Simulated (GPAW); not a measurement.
# HgSe (F-43m) in GPAW: single point with PBE

Aim: the single point of HgSe with PBE.

All numbers are computed with GPAW 26.7.0; they aren't measurements. Logs are shortened: lines on timing, memory, paths and dates and some standing lists are left out, and cuts for length are marked. The log counts tension as positive stress, the text compression.

## Step 1: The crystal as given

It takes space group F-43m (No. 216, cubic). The conventional cell has a = 6.078 Å, b = 6.078 Å, c = 6.078 Å, α = 90.00°, β = 90.00°, γ = 90.00°. Hg (site symmetry -43m) has 4 Se at 2.63 Å as nearest neighbours. Around Se (site symmetry -43m) lie 4 Hg at 2.63 Å.

## Step 2: Single point, PBE

run.py

```python
from ase.dft.bandgap import bandgap
from ase.io import read, write
from ase.units import GPa
from gpaw import GPAW, PW

atoms = read('HgSe.cif')

calc = GPAW(mode=PW(700),
            xc='PBE',
            kpts={'size': (6, 6, 6), 'gamma': True},
            occupations={'name': 'fermi-dirac', 'width': 0.05},
            nbands=18,
            convergence={'density': 1e-05, 'energy': 1e-05},
            maxiter=50,
            txt='gpaw.txt')
atoms.calc = calc
energy = atoms.get_potential_energy()
forces = atoms.get_forces()
stress = atoms.get_stress()
calc.write('gs.gpw')
write('result.traj', atoms)
print(f'Energy: {energy:.6f} eV')
print('Forces (eV/A):')
print(forces.round(4))
print('Stress (GPa):', (stress / GPa).round(3))
print('Fermi level:', round(calc.get_fermi_level(), 4), 'eV')
print(f'Gap: {bandgap(calc)[0]:.4f} eV, direct: {bandgap(calc, direct=True)[0]:.4f} eV')
```

HgSe.cif

```cif
data_HgSe
_cell_length_a 4.29779502
_cell_length_b 4.29779502
_cell_length_c 4.29779502
_cell_angle_alpha 60.00000000
_cell_angle_beta 60.00000000
_cell_angle_gamma 60.00000000
_space_group_name_H-M_alt 'P1'
_space_group_name_Hall 'P 1'
_space_group_IT_number 1
loop_
_space_group_symop_operation_xyz
'x,y,z'
loop_
_atom_site_label
_atom_site_type_symbol
_atom_site_symmetry_multiplicity
_atom_site_Wyckoff_symbol
_atom_site_fract_x
_atom_site_fract_y
_atom_site_fract_z
_atom_site_occupancy
Hg1 Hg 1 a 0.0000000000 0.0000000000 0.0000000000 1
Se1 Se 1 a 0.7500000000 0.7500000000 0.7500000000 1
```

Potentials or basis: GPAW PAW data sets (gpaw-data 1.2.1), pw.

On the command line:

```sh
$ OMP_NUM_THREADS=1 python run.py
```

gpaw.txt:

```text
__  _  _
 | _ |_)|_||  |
 |__||  | ||/\| - 26.7.0

Input parameters:
  mode=PW(ecut=700.0),
  convergence={'density': 1e-05, 'energy': 1e-05},
  kpts=MonkhorstPack(size=(6, 6, 6), gamma=True),
  maxiter=50,
  nbands=18,
  occupations=Occupations(name='fermi-dirac', width=0.05),
  xc=XC(name='PBE')

Diagonalizing LCAO Hamiltonian
Converting LCAO to pw mode

                          Se

       Hg

Atoms  # Å, Bohr magnetons
|   | symbol |        x |        y |        z |    initial magnetic moments |
|---|--------|----------|----------|----------|-----------------------------|
| 0 |     Hg | 0.000000 | 0.000000 | 0.000000 | ( 0.0000,  0.0000,  0.0000) |
| 1 |     Se | 6.446693 | 3.722000 | 2.631851 | ( 0.0000,  0.0000,  0.0000) |

Unit cell  # Å
| periodic |        x |        y |        z |  lengths |    angles |
|----------|----------|----------|----------|----------|-----------|
|      yes | 4.297795 | 0.000000 | 0.000000 | 4.297795 | 60.000000 |
|      yes | 2.148898 | 3.722000 | 0.000000 | 4.297795 | 60.000000 |
|      yes | 2.148898 | 1.240667 | 3.509135 | 4.297795 | 60.000000 |

Number of symmetries: 24
Symmetry operations  # r_c * U_cc + t_c -> r_c
|    | kind |            matrix            |
|----|------|------------------------------|
|  0 |  E   |  1, 0, 0,  0, 1, 0,  0, 0, 1 |
|  1 |  σ   |  1, 0, 0,  0, 0, 1,  0, 1, 0 |
|  2 |  σ   |  1, 0,-1,  0, 1,-1,  0, 0,-1 |
|  3 |  C3  |  1, 0,-1,  0, 0,-1,  0, 1,-1 |
|  4 |  C3  |  1,-1, 0,  0,-1, 1,  0,-1, 0 |
|  5 |  σ   |  1,-1, 0,  0,-1, 0,  0,-1, 1 |
|  6 |  σ   |  0, 1, 0,  1, 0, 0,  0, 0, 1 |
|  7 |  C3  |  0, 1, 0,  0, 0, 1,  1, 0, 0 |
|  8 |  C2  |  0, 1,-1,  1, 0,-1,  0, 0,-1 |
|  9 |  S4  |  0, 1,-1,  0, 0,-1,  1, 0,-1 |
| 10 |  C3  |  0, 0, 1,  1, 0, 0,  0, 1, 0 |
| 11 |  σ   |  0, 0, 1,  0, 1, 0,  1, 0, 0 |
| 12 |  S4  |  0, 0,-1,  1, 0,-1,  0, 1,-1 |
| 13 |  C3  |  0, 0,-1,  0, 1,-1,  1, 0,-1 |
| 14 |  S4  |  0,-1, 1,  1,-1, 0,  0,-1, 0 |
| 15 |  C2  |  0,-1, 1,  0,-1, 0,  1,-1, 0 |
| 16 |  C3  |  0,-1, 0,  1,-1, 0,  0,-1, 1 |
| 17 |  S4  |  0,-1, 0,  0,-1, 1,  1,-1, 0 |
| 18 |  S4  | -1, 1, 0, -1, 0, 1, -1, 0, 0 |
| 19 |  C3  | -1, 1, 0, -1, 0, 0, -1, 0, 1 |
| 20 |  C3  | -1, 0, 1, -1, 1, 0, -1, 0, 0 |
| 21 |  S4  | -1, 0, 1, -1, 0, 0, -1, 1, 0 |
| 22 |  σ   | -1, 0, 0, -1, 1, 0, -1, 0, 1 |
| 23 |  C2  | -1, 0, 0, -1, 0, 1, -1, 1, 0 |

BZ-sampling:
  Number of BZ points: 216
  Number of IBZ points: 16

  Monkhorst-Pack size: [6, 6, 6]
  Monkhorst-Pack shift: [0.08333333333333333, 0.08333333333333333, 0.08333333333333333]

K-points  # in reciprocal-cell coordinates
|     |                                coordinates |     weight |
|-----|--------------------------------------------|------------|
|   0 | (  0.00000000,   0.00000000,   0.00000000) | 0.00462963 |
|   1 | (  0.16666667,   0.16666667,   0.00000000) | 0.02777778 |
|   2 | (  0.16666667,   0.16666667,   0.16666667) | 0.03703704 |
|   3 | (  0.33333333,   0.16666667,   0.16666667) | 0.05555556 |
|   4 | (  0.33333333,   0.33333333,  -0.33333333) | 0.05555556 |
|   5 | (  0.33333333,   0.33333333,   0.00000000) | 0.02777778 |
|   6 | (  0.33333333,   0.33333333,   0.16666667) | 0.11111111 |
|   7 | (  0.33333333,   0.33333333,   0.33333333) | 0.03703704 |
|   8 | (  0.50000000,   0.33333333,  -0.33333333) | 0.11111111 |
|   9 | (  0.50000000,   0.33333333,  -0.16666667) | 0.05555556 |
| ... |                                            |            |
|  15 | (  0.50000000,   0.50000000,   0.50000000) | 0.01851852 |

Plane wave coefficients: 2397
Cutoff: 700.0 eV

Spin-components: 1 (collinear spins)
Bands:           18
Projectors:      11
Spin-degeneracy: 2
Datatype:        complex128

Parallelization:
  kpt:    1
  domain: 1
  band:   1

Density:
  Valence electrons: 24.0
  Components: 1
  Grid points: [27 27 27]
  Charge: 0.0  # |e|

Potential:
  Grid points: [27 27 27]

species:
  Hg:
    name:    Mercury
    Z:       80.0
    valence: 18
    core:    62
    charge:  0.0  # [|e|]
    compensation charges:
      type: gauss
      rc: 0.41  # [Å]
      lmax: 2
    cutoffs:
      filter: 2.17  # [Å]
      core: 2.06  # [Å]
    projectors
    | kind |    occ | energy [eV] | rcut [Å] |
    |------|--------|-------------|----------|
    |   6s |  2.000 |      -6.783 |    1.307 |
    |   5p |  6.000 |     -66.572 |    1.291 |
    |   6p |  0.000 |      -1.056 |    1.291 |
    |   5d | 10.000 |      -9.891 |    1.302 |
    |    s |        |      20.429 |    1.307 |
    |    d |        |      17.320 |    1.302 |

    Using partial waves for Hg as LCAO basis

  Se:
    name:    Selenium
    Z:       34.0
    valence: 6
    core:    28
    charge:  0.0  # [|e|]
    compensation charges:
      type: gauss
      rc: 0.27  # [Å]
      lmax: 2
    cutoffs:
      filter: 1.77  # [Å]
      core: 2.67  # [Å]
    projectors
    | kind |    occ | energy [eV] | rcut [Å] |
    |------|--------|-------------|----------|
    |   4s |  2.000 |     -17.277 |    0.847 |
    |   4p |  4.000 |      -6.512 |    1.005 |
    |    s |        |       9.935 |    0.847 |
    |    p |        |      20.699 |    1.005 |
    |    d |        |       0.000 |    0.847 |

    Using partial waves for Se as LCAO basis

Reference energy: -599259.310858  # eV

eigensolver:
  PPCG
  Converge bands: occupied
  niter=2

density mixing:
  MSR1-Mixer
  Pratt-step length: 0.05
  Maximum mixing coefficient: 0.75
  Old densities: 10
  SVD Regularization: 0.005
  Good broyden scale: 1.0
  Trust region scale: 1.0
  Backstep threshold: 4.0
  History deletion threshold: 6.0
  Fourier metric: weight=20.0, sigma=0.015

occupation numbers:
  Fermi-Dirac:
    width: 0.0500  # eV

poisson solver:
  ecut: 5600.0  # eV

xc functional:
  name: PBE with 2 nearest neighbor stencil

convergence criteria:
- Maximum integral of absolute [dens]ity change: 1e-05 electrons / valence electron
- Maximum [total energy] change in last 3 cyles: 1e-05 eV / valence electron
- Maximum integral of absolute [eigenst]ate change: 4e-08 eV^2 / valence electron
maximum number of iterations: 50

SCF iterations
|iter     | |      energy | eigst |  dens |
|---------|-|-------------|-------|-------|
|iter:   1| |   -5.003992 | -0.13 |       |
|iter:   2| |   -4.944489 | -2.20 | -1.36 |
|iter:   3| |   -4.789587 | -1.78 | -1.41 |
|iter:   4| |   -4.804020 | -2.63 | -1.90 |
|iter:   5| |   -4.809183 | -3.16 | -2.29 |
|iter:   6| |   -4.809493 | -4.58 | -3.23 |
|iter:   7| |   -4.809552 | -5.05 | -3.68 |
|iter:   8| |   -4.809553c| -6.63 | -4.32 |
|iter:   9| |   -4.809553c| -7.45c| -4.97 |
|iter:  10| |   -4.809553c| -7.88c| -5.53c|

Converged in 10 steps
Energy contributions relative to reference atoms: (reference = -599259.310858)

Energy contributions:
  Kinetic:          34.698776
  Coulomb:         -28.967374
  Zero:             -2.206186
  External:          0.000000
  Xc:               -8.334273
  Entropy:          -0.000993
  Spinorbit:         0.000000
  ----------------------------
  Free energy:      -4.810050
  Extrapolated:     -4.809553

dipole moment: (-24.747256, -14.287835, -10.103025)  # |e|*Ang

Fermi level: 4.510
Eigenvalues  # (at kpt = [0.000, 0.000, 0.000])
| band index |      eig [eV] | occ [0-2] |
|------------|---------------|-----------|
|          0 |       -58.588 |     2.000 |
|        ... |               |           |
|          5 |        -2.812 |     2.000 |
|          6 |        -2.812 |     2.000 |
|          7 |        -2.093 |     2.000 |
|          8 |        -2.093 |     2.000 |
|          9 |         3.654 |     2.000 |
|         10 |         4.472 |     1.358 |
|         11 |         4.472 |     1.358 |
|         12 |         4.472 |     1.358 |
|         13 |         9.982 |     0.000 |
|         14 |         9.982 |     0.000 |
|         15 |         9.982 |     0.000 |
|         16 |        13.113 |     0.000 |
|         17 |        15.810 |     0.000 |

No gap
No difference between direct/indirect transitions

Forces  # eV/Ang
|        x |        y |       z |
|----------|----------|---------|
| -0.00000 | -0.00000 | 0.00000 |  # Hg   0
| -0.00000 |  0.00000 | 0.00000 |  # Se   1

Stress tensor  # eV/Ang^3
|         x |         y |         z |
|-----------|-----------|-----------|
| -0.031990 |  0.000000 |  0.000000 |
|  0.000000 | -0.031990 |  0.000000 |
|  0.000000 |  0.000000 | -0.031990 |

# Writing to gs.gpw (mode='')
```

stdout:

```text
Energy: -4.809553 eV
Forces (eV/A):
[[-0. -0.  0.]
 [-0.  0.  0.]]
Stress (GPa): [-5.125 -5.125 -5.125  0.     0.     0.   ]
Fermi level: 4.5098 eV
Gap: 0.0000 eV, direct: 0.0000 eV
```

Run time: 8.8 s. Hardware: 1 thread of Intel Xeon 6975P-C (Granite Rapids), shared host; peak memory 0.17 GiB.

What came out:

```
Free energy            : -4.8100 eV
Pressure               : 5.1 GPa
Band gap on the k mesh : none (metal or under the smearing width)
```

Levels at points of the mesh, in eV from the Fermi level:
| k point | band 8 | band 9 | band 10 | band 11 | band 12 | band 13 | band 14 |
| --- | --- | --- | --- | --- | --- | --- | --- |
| (0.00, 0.00, 0.00) | -6.60 | -6.60 | -0.86 | -0.04 | -0.04 | -0.04 | 5.47 |
| (0.50, 0.50, 0.00) | -6.49 | -6.22 | -5.09 | -2.35 | -2.35 | 2.84 | 2.96 |
| (0.50, 0.50, 0.50) | -6.55 | -6.26 | -5.51 | -1.02 | -1.02 | 1.17 | 6.23 |
